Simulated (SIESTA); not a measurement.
The system is BN.

```xyz
2
Lattice="0.0000 1.8130 1.8130 1.8130 0.0000 1.8130 1.8130 1.8130 0.0000" Properties=species:S:1:pos:R:3 pbc="T T T"
N     0.9065    0.9065    0.9065
B     0.0000    0.0000    0.0000
```

The cell is a database's computed one.

| Quantity | Value |
| --- | --- |
| Program | SIESTA 5.4.2 |
| Task | relaxation of cell and atoms |
| Functional | PBE |
| Potentials or basis | PseudoDojo 0.4 standard (PBE files) |
| Basis | SZ (energy shift 0.01 Ry) |
| Grid cutoff | 800 Ry |
| Energy shift | 0.01 Ry |
| k mesh | 13 × 13 × 13 |
| Occupations | fermi-dirac, width 0.05 eV |
| Spin | no spin polarisation |

At the start: pressure 21.6 GPa; volume 5.96 Å³/atom.

Q: Where does the relaxation end?

A: Over 4 steps the energy falls by 22.7 meV/atom and the volume is 6.32 Å³/atom (+6.0 %); space group F-43m (No. 216, to 0.05 Å).

Step by step:
| step | energy change (eV) | largest force (eV/Å) | pressure (GPa) | volume (Å³) |
| --- | --- | --- | --- | --- |
| 1 | 0.0000 | 0.0000 | 21.56 | 11.92 |
| 2 | -0.0233 | 0.0000 | 14.69 | 12.13 |
| 3 | -0.0453 | 0.0000 | 0.69 | 12.61 |
| 4 | -0.0453 | 0.0000 | 0.04 | 12.63 |

Final structure:
```
CELL_PARAMETERS angstrom
0.00000 1.84840 1.84840
1.84840 0.00000 1.84840
1.84840 1.84840 0.00000
ATOMIC_POSITIONS crystal
N 0.25000 0.25000 0.25000
B 0.00000 0.00000 0.00000
```

Caveat: the basis has no polarisation orbitals; the basis of atomic orbitals isn't converged, which shifts pressures, moduli and gaps.
